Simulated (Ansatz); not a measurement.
# Co (P6_3/mmc): which magnetic order lies lowest

The task here is to estimate one member of a computed series from the others.

Computed with Ansatz 0.2.0 (DFT PBE, scalar-relativistic, plane waves, PAW, unless a step's input says otherwise).

### The system as given

The structure is hexagonal, space group P6_3/mmc (No. 194). The conventional cell has a = 2.494 Å, b = 2.494 Å, c = 4.030 Å, α = 90.00°, β = 90.00°, γ = 120.00°. Around Co (site symmetry -6m2) lie 12 Co at 2.48 to 2.49 Å.

Coordinates:

```cif
data_structure
_symmetry_space_group_name_H-M 'P 1'
_symmetry_Int_Tables_number 1
_cell_length_a 2.4937
_cell_length_b 2.4937
_cell_length_c 4.0301
_cell_angle_alpha 90.000
_cell_angle_beta 90.000
_cell_angle_gamma 120.000
_cell_volume 21.70
loop_
_atom_site_label
_atom_site_type_symbol
_atom_site_fract_x
_atom_site_fract_y
_atom_site_fract_z
_atom_site_occupancy
Co1 Co 0.33333 0.66667 0.25000 1
Co2 Co 0.66667 0.33333 0.75000 1
```

This cell comes from an earlier session at PBE: 10.852 Å³/atom at -0.02 GPa, on a 20×20×12 mesh.

Set-up of the first run:

input.yaml

```yaml
crystal:
  lattice:
    - [2.4937131673, 0.0, 0.0]
    - [-1.2468565837, 2.1596189527, 0.0]
    - [0.0, 0.0, 4.0300901838]
  atoms:
    - { symbol: Co, position: [0.3333333333, 0.6666666667, 0.25], spin: 1.5 }
    - { symbol: Co, position: [0.6666666667, 0.3333333333, 0.75], spin: -1.5 }
basis:
  ecutwfc: 420
  ecutrho_ratio: 4
kpoints:
  mp_grid: { grid: [20, 20, 12] }
hamiltonian:
  xc: pbe
scf:
  occupations: { method: gaussian, width: 0.05 }
  lower_state_search: "off"
output:
  forces: true
  stress: true
  eigenvalues: true
  populations: true
magnetization:
  spin_polarized: true
```

Command:

```
> ansatz run input.yaml --threads 1 --pin off --max-ram 2560MiB --backend cpu --events-out ev --progress --plain --runs-dir out
```

Among the steps run: Antiferromagnetic, in the cell as typed; Ferromagnetic, larger cell; Antiferromagnetic, propagation vector (0, 0, 1/2); Antiferromagnetic, propagation vector (0, 1/2, 0); No spin polarisation.

One table of the session follows, with a row left open; its other results are not shown here.

It belongs to the step «The orders side by side». 

```
                                            order  above the lowest (meV/atom)  largest moment (μB)  pressure (GPa)
                                    ferromagnetic                            ?                    ?               ?
          antiferromagnetic, in the cell as typed                        231.8                 0.94            -6.7
antiferromagnetic, propagation vector (0, 0, 1/2)                        120.8                 1.51            -1.2
antiferromagnetic, propagation vector (0, 1/2, 0)                        238.4                 0.00           -11.3
                             no spin polarisation                        238.7                 0.00           -11.3
```

**Question.** Estimate the row for ferromagnetic.

**Answer.** above the lowest (meV/atom): 0.0; largest moment (μB): 1.68; pressure (GPa): 0.0. In the column «above the lowest (meV/atom)» it is the lowest.

The first row is the run of the earlier session that started with parallel moments (-5126.1522 eV/atom).

To keep in mind: Only these orders were tried, at zero temperature; the one found in experiment may not be among them. Warnings in the runs' records: negative dielectric reading, seeded moment not kept.
